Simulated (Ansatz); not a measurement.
# Structure types of In at a series of pressures

All-electron LAPW in Ansatz 0.2.0 under PBE, scalar-relativistic, energies extrapolated to zero smearing, no spin–orbit coupling; spin polarisation is left out. At each pressure a set of structure types was relaxed with symmetry kept. The table gives H = E + pV above the lowest type of that row in meV/atom (up to 5 of noise); a dash means not tried or turned into another type. Real phases may be missing from the set: fcc wasn't tried throughout, and may lie lower. k spacings are near 0.17 to 0.21 Å⁻¹, smearing 0.05 to 0.1 eV.

Problem. Among hcp, bcc, omega, diamond, sc, simple hexagonal, which leads at 1.1, 6.2, 16, 28, 66, 140, 280 GPa?

Solution. hcp or omega at 1.1 GPa; hcp at 6.2 GPa; hcp at 16 GPa; hcp at 28 GPa; hcp at 66 GPa; hcp at 140 GPa; hcp at 280 GPa.

| p (GPa) | V of the lowest (Å³/atom) | hcp | bcc | omega | diamond | sc | simple hexagonal |
| --- | --- | --- | --- | --- | --- | --- | --- |
| 1.1 | 26.94 | 0 | 6 | 2 | 399 | 109 | – |
| 6.2 | 24.35 | 0 | 9 | 11 | 670 | – | – |
| 16 | 21.66 | 0 | 11 | 20 | – | 227 | 94 |
| 28 | 19.73 | 0 | 26 | 54 | 1502 | – | 127 |
| 66 | 16.60 | 0 | 47 | 89 | – | 503 | 220 |
| 140 | 13.90 | 0 | 74 | 139 | 4108 | 828 | – |
| 280 | 11.60 | 0 | 108 | 206 | 6354 | – | 616 |
